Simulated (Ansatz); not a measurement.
**Ta in Ansatz: the effect of target pressure**

The system is Ta.

```
CELL_PARAMETERS angstrom
-1.65128 1.65128 1.65128
1.65128 -1.65128 1.65128
1.65128 1.65128 -1.65128
ATOMIC_POSITIONS crystal
Ta 0.00000 0.00000 0.00000
```

Alike in all runs:

| Item | Value |
| --- | --- |
| Program | Ansatz 0.2.0 |
| Task | relaxation of cell and atoms |
| Functional | PBEsol |
| Potentials or basis | Ansatz PAW |
| Cutoff | 420 eV (not typed: the program's choice for these potentials) |
| k mesh | 11 × 11 × 11 |
| Occupations | fermi-dirac, width 0.05 eV |
| Spin | no spin polarisation |

Each run relaxes the cell or the atoms first.

```tsv
target pressure	relaxed volume (Å³/atom)
0 GPa	17.63
2 GPa	17.47
5 GPa	17.24
10 GPa	?
20 GPa	16.29
30 GPa	15.77
```

Q: What does the run with target pressure 10 GPa give?

A: Relaxed volume 16.89 Å³/atom.

Worked out: In Murnaghan's law V^(-B') rises as a straight line in P. The other rows fit best with B' = 3.8, V0 = 17.63 Å³/atom and B0 = 216 GPa, which gives 16.89 Å³/atom at 10 GPa, against the run's 16.89.

Caveats: the plane-wave basis is chosen anew once the cell has moved, so the energies of steps on either side of that aren't comparable; the PAW data sets come from PBE, with cores solved anew for the run's functional, which leaves a small shift of forces and pressure.

Runs at the PBE level aren't shown here.
